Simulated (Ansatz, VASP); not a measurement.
**One calculation of C, two programs**

```xyz
2
Lattice="0.0000 1.7481 1.7481 1.7481 0.0000 1.7481 1.7481 1.7481 0.0000" Properties=species:S:1:pos:R:3 pbc="T T T"
C     1.7481    1.7481    1.7481
C     2.6221    2.6221    2.6221
```

Alike in both runs: functional LDA; k mesh 10 × 10 × 10; no spin polarisation.

Ansatz relaxed the structure, and its values are those at the end. VASP's run is a single point on that final structure, the one shown.

|  | VASP | Ansatz |
| --- | --- | --- |
| version | VASP 6.6.1 | Ansatz 0.2.0 |
| potentials or method | VASP PAW LDA potentials, release 64 (C) | PAW with Ansatz's default frozen-core files, scalar-relativistic |
| plane-wave cutoff (eV) | 520 | 420 |
| occupations | gaussian, width 0.01 eV | fixed |
| valence electrons in the cell | 8 | 8 |

|  | VASP | Ansatz | Ansatz less VASP |
| --- | --- | --- | --- |
| gap on the k mesh at the Fermi level (eV) | 4.28 | 4.28 | +0.006 |
| pressure (GPa) | 16.8 | 15.0 | -1.81 |

Caveats: so large a pressure means that the cell lies far from this level's equilibrium, or that cutoff or potentials fall short (VASP).
